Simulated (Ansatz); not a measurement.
**Ti: what relativity and spin–orbit coupling change**

```
Ti
1.0
    -1.64100    1.64100    1.64100
     1.64100   -1.64100    1.64100
     1.64100    1.64100   -1.64100
Ti
1
Cartesian
  0.0000 0.0000 0.0000
```

Structure: COD 9012924, as refined from experiment and not relaxed.

One fixed cell is solved with PBE by full-potential LAPW in Ansatz 0.2.0 under different relativistic treatments. Pressure is positive in compression.

Settings: a Γ-centred 14×14×14 k mesh, Fermi–Dirac smearing of 0.05 eV, basis error target 0.25 meV/atom, no spin polarisation.

```json
{"setting": "scalar-relativistic", "P (GPa)": "-2.40", "lowest level at Γ above −25 eV, from the valence-band top or, without a gap, the Fermi level (eV)": "-5.88"}
{"setting": "non-relativistic", "P (GPa)": "?", "lowest level at Γ above −25 eV, from the valence-band top or, without a gap, the Fermi level (eV)": "?"}
{"setting": "with spin–orbit coupling", "P (GPa)": "-2.40", "lowest level at Γ above −25 eV, from the valence-band top or, without a gap, the Fermi level (eV)": "-5.88"}
```

**Question.** What belongs in the row "non-relativistic", column "lowest level at Γ above −25 eV, from the valence-band top or, without a gap, the Fermi level (eV)"?

**Answer.** -5.72.

**Question.** Give the missing entry: row "non-relativistic", column "P (GPa)".

**Answer.** -2.15.
